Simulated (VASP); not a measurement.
## Sb: equation of state with PBE

Sb:

```
Sb
1.0
     4.52770    0.00000    0.00000
     0.00000    4.42110    0.00000
    -1.32052    0.00000    6.36435
Sb
4
Cartesian
  0.6363 1.1053 4.3511
  3.2336 3.3158 4.8545
  -0.0264 1.1053 1.5099
  2.5709 3.3158 2.0132
```

This isn't the form of Sb at room conditions, which is rhombohedral.

* Program: VASP 6.6.1
* Task: equation of state
* Functional: PBE
* Potentials or basis: VASP PAW PBE potentials, release 64 (Sb)
* Cutoff: 520 eV
* k mesh: 6 × 6 × 4
* Occupations: fermi-dirac, width 0.05 eV
* Spin: no spin polarisation

```json
{
  "Equilibrium volume": "31.93 Å³/atom",
  "Bulk modulus at fixed shape and positions": "49 GPa",
  "Pressure derivative of the bulk modulus": "4.6"
}
```

Energy against volume, from the lowest point:
```
volume (Å³/atom)  energy (meV/atom)
          29.938              21.26
          30.575               9.44
          31.212               2.53
          31.849               0.00
          32.486               1.38
          33.123               6.27
          33.760              14.28
```

All runs of the series together: 9.1 min on 1 thread of Intel(R) Xeon(R) Platinum 8488C (Sapphire Rapids), with other jobs on the host.

Caveat: the cell was scaled at fixed shape and fractional positions, which overstates the stiffness of a crystal with free parameters, most of all of layers and chains. The run has no spin-orbit coupling, so splittings on Sb are missing.
